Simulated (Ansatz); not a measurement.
# PbSe (Clausthalite) (Fm-3m) in Ansatz: single point with PBE

Aim: the single point of PbSe (Clausthalite) with PBE.

All numbers are computed with Ansatz 0.2.0; they aren't measurements. Logs are shortened: lines on timing, memory, paths and dates and some standing lists are left out, and cuts for length are marked.

**What was measured.**

A printed reference work, monograph reports, for a bulk crystal of PbSe at 300 K: band gap 0.28 eV (direct).

How close the calculation comes is told below.

### 1 The structure

It takes space group Fm-3m (No. 225, cubic). Conventional cell: a = 6.121 Å, b = 6.121 Å, c = 6.121 Å, α = 90.00°, β = 90.00°, γ = 90.00°. Pb (site symmetry m-3m) is surrounded by 6 Se at 3.06 Å. Se (site symmetry m-3m) has 6 Pb at 3.06 Å as nearest neighbours.

### 2 Single point, PBE

Input file input.yaml:

```yaml
crystal:
  lattice:
    - [0.0, 3.06065, 3.06065]
    - [3.06065, 0.0, 3.06065]
    - [3.06065, 3.06065, 0.0]
  atoms:
    - { symbol: Pb, position: [0.0, 0.0, 0.0] }
    - { symbol: Se, position: [0.5, 0.5, 0.5] }
hamiltonian:
  xc: pbe
  pseudopotentials: { kind: paw }
kpoints:
  mp_grid: { grid: [8, 8, 8] }
scf:
  occupations: { method: fermi_dirac, width: 0.05 }
basis:
  ecutwfc: "800 eV"
output:
  forces: true
  stress: true
  eigenvalues: true
  write_density: true
  write_potential: true
  elf: true
  volumetric_format: npy
```

Potentials or basis: Ansatz PAW.

On the command line:

```bash
$ ansatz run input.yaml --threads 2 --pin off --max-ram 5120MiB --backend cpu --events-out ev --progress --plain --runs-dir out
```

Log:

```text
Warning: RAYON_NUM_THREADS=2 ignored (pool sized by the plan → 2); use --threads N
Engine: ansatz 0.2.0, aarch64-unknown-linux-gnu
Pseudopotentials: kind: paw
Pseudopotential: Pb, paw, valence charge 14, recommended cutoff 420 eV (normal), Pb.paw.azcp
Pseudopotential: Se, paw, valence charge 16, recommended cutoff 420 eV (normal), Se.paw.azcp
Functional definition: PBE
  parameter kappa = 0.804
  parameter beta = 0.06672455060314922
  exchange = pbe_x(kappa = kappa, mu = beta*pi^2/3)
  correlation = pbe_c(beta = beta)
Crystal: 2 atoms, lattice volume = 57.342 Å³
Basis set: ecut = 800 eV, 2891 PW (Γ), exchange–correlation on 80×80×80 points (8 copies of the dense FFT grid, shifted against one another)
Bands: 19, of which v1, the nominal top of the filled ones, is band 15 counted from 1 (14 counted from 0)
Symmetry: 48 space group operations
Space group: Fm-3m (ITA 225), of the structure as read, at distance tolerance 3.9e-5 Å
k-points: 29 of 512
Non-local potential: Pb, projectors of the file, l = 0: 2, l = 1: 2, l = 2: 2, l = 3: 2
Non-local potential: Se, projectors of the file, l = 0: 2, l = 1: 2, l = 2: 3, l = 3: 1
PAW form: soft (Blöchl's): semilocal exchange-correlation on the pseudo side does not see the compensation charge
PAW one-centre angular grid: Pb, 590 points (default); XC on 64 Gauss nodes
PAW one-centre angular grid: Se, 590 points (default); XC on 64 Gauss nodes
Initial density: superposition of atomic densities (neutral atoms: chi_scale 0, normalization atom), corrected by the library's trained network
Initial wavefunctions: pseudopotential atomic-orbital guess
Functional: x = pbe(κ = 0.804, μ = 0.2195149727645171), c = pbe(β = 0.06672455060314922)
SCF iter   1: F=—  HF=-17376.605241 eV  |F-HF|=—  |Δ(HF+E_count)|=         —  Δρ=5.69e-4  dr2=1.70e-4  ethr=1.77e-3  ⟨swp⟩=6.0  Hψ=2701  notcnv=0
preconditioner: auto → none  [insulator: Δε(μ)=0.288 eV  Ē_g=15.323 eV  σ=0.050 eV  W_gap=0.89  n_scr=14 (ndim 8)  ℏωp=21.9 eV  f_vac=0.022  D(μ)=0.03/eV (n_scr^D=0)  ε∞_Penn≈3.0]
SCF iter   2: F=—  HF=-17376.604385 eV  |F-HF|=—  |Δ(HF+E_count)|=   8.57e-4  Δρ=3.82e-4  dr2=3.77e-5  ethr=5.66e-7  ⟨swp⟩=2.1  Hψ=1231  notcnv=0
SCF iter   3: F=—  HF=-17376.604394 eV  |F-HF|=—  |Δ(HF+E_count)|=   9.17e-6  Δρ=1.86e-4  dr2=8.25e-6  ethr=1.26e-7  ⟨swp⟩=2.0  Hψ=963  notcnv=0
SCF iter   4: F=—  HF=-17376.604409 eV  |F-HF|=—  |Δ(HF+E_count)|=   1.53e-5  Δρ=4.06e-5  dr2=1.02e-6  ethr=2.75e-8  ⟨swp⟩=2.0  Hψ=987  notcnv=0
SCF iter   5: F=—  HF=-17376.604409 eV  |F-HF|=—  |Δ(HF+E_count)|=   4.37e-7  Δρ=1.38e-5  dr2=1.56e-7  ethr=3.38e-9  ⟨swp⟩=2.0  Hψ=833  notcnv=0
SCF iter   6: F=-17376.604409 eV  HF=-17376.604409 eV  |F-HF|=1.72e-8  |Δ(HF+E_count)|=   4.74e-8  Δρ=5.53e-6  dr2=1.37e-8  ethr=3.33e-10  ⟨swp⟩=8.8  Hψ=3797  notcnv=0
SCF 1 converged in 6 iterations: F = -17376.604409 eV  dr2 = 1.37e-8
SCF converged after 6 iterations
Free energy (F): -17376.604409 eV
Harris-Foulkes:  -17376.604409 eV  (|F-HF|=1.72e-8)
Internal energy: -17376.604080 eV  (E = F + TS)
E sigma→0 (E₀):  -17376.604245 eV
Entropy (-TS):   -0.000328 eV (-0.164 meV/atom)
Fermi energy:    9.177113 eV
--- Per-component energies (eV) ---
  E_band       = -425.135562
  E_kinetic    = 406.325558
  E_local      = -3527.553769  (includes V_loc(G=0)·N_el)
  E_nonlocal   = -245.952951
  E_hartree    = 1642.827165
  E_xc         = -325.861138
  E_vxc        = -231.581759  (∫ρ·V_xc dr)
  E_paw        = -12314.681683  (= ΣΔE_a)
  E_vpaw       = -112.019904  (= ΣTr[D̂ρ^β])
  E_aug_tail   = -0.000004  (compensation charges beyond the density's cutoff)
  E_ewald      = -3011.707258
  E_smearing   = -0.000328  (= −TS)
  E_closure    = -0.000000  (closes the sum)
  Σ components = -17376.604409   (vs F -17376.604409, Δ=0.00e0)
--- Forces (eV/Å), atoms counted from 1 ---
  atom   1  Pb    -0.00000000     0.00000000     0.00000000
  atom   2  Se     0.00000000    -0.00000000     0.00000000
  max |Σ_I F_I| component: 2.24e-30 eV/Å
--- Stress (GPa, compression-positive) ---
        2.415594       0.000000       0.000000
        0.000000       2.415594       0.000000
        0.000000       0.000000       2.415594
  P = ⅓ Tr σ = 2.4156 GPa (24.156 kbar)
--- Band table (eV; the first three rows and the last of 29) ---
  k-point 0: bands = ["-38.1965", "-38.1965", "-38.1942", "-38.1942", "-38.1942", "-7.8149", "-7.8149", "-7.8149", "-7.8111", "-7.8111", "-4.5680", "2.7330", "7.1477", "7.1477", "7.1477", "13.7417", "13.7417", "13.7417", "15.5505"]
  k-point 1: bands = ["-38.1965", "-38.1965", "-38.1941", "-38.1941", "-38.1941", "-7.8157", "-7.8157", "-7.8144", "-7.8091", "-7.8091", "-4.4498", "2.3379", "7.1888", "7.1888", "7.4254", "12.6791", "13.0659", "13.0659", "15.3696"]
  k-point 2: bands = ["-38.1965", "-38.1965", "-38.1941", "-38.1941", "-38.1941", "-7.8241", "-7.8241", "-7.8132", "-7.7978", "-7.7978", "-4.1254", "1.4667", "7.3086", "7.3086", "7.9827", "11.1921", "11.9432", "11.9432", "15.5617"]
  k-point 28: bands = ["-38.1965", "-38.1965", "-38.1941", "-38.1941", "-38.1940", "-7.9028", "-7.8116", "-7.8026", "-7.8026", "-7.7702", "-3.1054", "1.0232", "4.7976", "4.7976", "8.2341", "10.9193", "13.9776", "13.9776", "16.7599"]
```

rho_z.tsv:

```text
# z_ang	rho[e/angstrom^3]
# format = ansatz-planar-average/11
# lattice	0.000000000	3.060650000	3.060650000
# lattice	3.060650000	0.000000000	3.060650000
# lattice	3.060650000	3.060650000	0.000000000
# sites	2
# site	82	0.000000000	0.000000000	0.000000000
# site	34	3.060650000	3.060650000	3.060650000
0.000000	7.134048e-1
0.108210	6.989190e-1
0.216421	6.581350e-1
0.324631	5.979522e-1
0.432841	5.272259e-1
0.541052	4.544443e-1
[... 32 lines left out ...]
4.111992	6.581350e-1
4.220202	6.989190e-1
```

Run time: 3 s. Hardware: 2 threads of Arm Neoverse V1, shared host; peak memory 0.42 GiB.

Results:

```yaml
Free_energy: -17376.6044 eV
Pressure: 2.4 GPa
Band_gap_on_the_k_mesh: 0.29 eV, direct
```

Caveat: spin-orbit coupling is left out, which as a rule narrows the gap of such compounds by several tenths of an eV.

### 3 How close it comes

Step 2. Against the measured gap of PbSe, 0.28 eV (direct; 300 K; a printed reference work, monograph), the calculated 0.29 eV is off by +0.01 eV. 2 values of this kind are on record (0.15 to 0.28 eV); this one was drawn at random. Spin-orbit coupling on Pb, Se is left out. The value is that of PBE on a finite k mesh, which can miss the band edges, without temperature or zero-point motion.
